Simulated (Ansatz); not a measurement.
# Rh: the cost of one run

Computed with Ansatz 0.2.0 (DFT PBE, scalar-relativistic, plane waves, PAW, unless a step's input says otherwise).

The COD entry's cell or inner coordinates are ideal or old and differ from later refinements, so a difference from it is no clean test against experiment.

2 further runs of the same task are left out: 2 set aside as unsound or not needed. Runs told in other sessions of the task aren't counted.

## (1) The starting structure

The structure is cubic, space group Fm-3m (No. 225). The conventional cell has a = 3.830 Å, b = 3.830 Å, c = 3.830 Å, α = 90.00°, β = 90.00°, γ = 90.00°. Rh (site symmetry m-3m) has 12 Rh at 2.71 Å in its first shell of neighbours.

Coordinates:

```
Rh
1.0
     0.00000    1.91499    1.91499
     1.91499    0.00000    1.91499
     1.91499    1.91499    0.00000
Rh
1
Direct
  0.00000 0.00000 0.00000
```

This cell was relaxed beforehand with the same method: volume 14.05 Å³/atom, gap on the mesh none (metal).

## (2) Building the stripe of 3 rows

A (001) slab of 4 planes in a 6×1 cell, the lower planes held; added atoms sit on lattice sites of the next plane. Energies count from bulk atoms, -6402.8908 eV an atom, and the flat slab, -153655.6286 eV.

The cell holds 27 Rh: a = 16.249 Å, b = 2.708 Å, c = 19.660 Å, α = 90.00°, β = 90.00°, γ = 90.00°.

## (3) The relaxation run

The input, input.yaml:

```yaml
crystal:
  lattice:
    - [16.2492207394, 0.0, 0.0]
    - [0.0, 2.7082034566, 0.0]
    - [0.0, 0.0, 19.6599561159]
  atoms:
    - { symbol: Rh, position: [0.0, 0.0, 0.0762972202] }
    - { symbol: Rh, position: [0.0833333333, 0.5, 0.1737027798] }
    - { symbol: Rh, position: [0.1666666667, 0.0, 0.0762972202] }
    - { symbol: Rh, position: [0.25, 0.5, 0.1737027798] }
    - { symbol: Rh, position: [0.3333333333, 0.0, 0.0762972202] }
    - { symbol: Rh, position: [0.4166666667, 0.5, 0.1737027798] }
    - { symbol: Rh, position: [0.5, 0.0, 0.0762972202] }
    - { symbol: Rh, position: [0.5833333333, 0.5, 0.1737027798] }
    - { symbol: Rh, position: [0.6666666667, 0.0, 0.0762972202] }
    - { symbol: Rh, position: [0.75, 0.5, 0.1737027798] }
    - { symbol: Rh, position: [0.8333333333, 0.0, 0.0762972202] }
    - { symbol: Rh, position: [0.9166666667, 0.5, 0.1737027798] }
    - { symbol: Rh, position: [0.0, 0.0, 0.2711083395] }
    - { symbol: Rh, position: [0.0833333333, 0.5, 0.3685138992] }
    - { symbol: Rh, position: [0.1666666667, 0.0, 0.2711083395] }
    - { symbol: Rh, position: [0.25, 0.5, 0.3685138992] }
    - { symbol: Rh, position: [0.3333333333, 0.0, 0.2711083395] }
    - { symbol: Rh, position: [0.4166666667, 0.5, 0.3685138992] }
    - { symbol: Rh, position: [0.5, 0.0, 0.2711083395] }
    - { symbol: Rh, position: [0.5833333333, 0.5, 0.3685138992] }
    - { symbol: Rh, position: [0.6666666667, 0.0, 0.2711083395] }
    - { symbol: Rh, position: [0.75, 0.5, 0.3685138992] }
    - { symbol: Rh, position: [0.8333333333, 0.0, 0.2711083395] }
    - { symbol: Rh, position: [0.9166666667, 0.5, 0.3685138992] }
    - { symbol: Rh, position: [0.0, 0.0, 0.4659194589] }
    - { symbol: Rh, position: [0.1666666667, 0.0, 0.4659194589] }
    - { symbol: Rh, position: [0.3333333333, 0.0, 0.4659194589] }
basis:
  ecutwfc: 420
kpoints:
  mp_grid: { grid: [2, 12, 1] }
hamiltonian:
  xc: pbe
scf:
  occupations: { method: gaussian, width: 0.1 }
output:
  forces: true
  eigenvalues: true
  populations: true
relax:
  adjacent_minimum: "off"
  f_tol: 0.02
  max_steps: 45
  constraints: [{ sites: [0, 1, 2, 3, 4, 5, 6, 7, 8, 9, 10, 11] }]
efield:
  axis: 3
  dipole_correction: true
  ramp_width: 0.04
```

The run is started by

```sh
$ ansatz run input.yaml --threads 4 --pin off --max-ram 11264MiB --backend cpu --events-out ev --progress --plain --runs-dir out
```

Q: Estimate wall time and peak memory on 4 threads of Intel Xeon Platinum 8488C (Sapphire Rapids), shared host.

About 6.5 min, with a peak of 5.4 GiB.
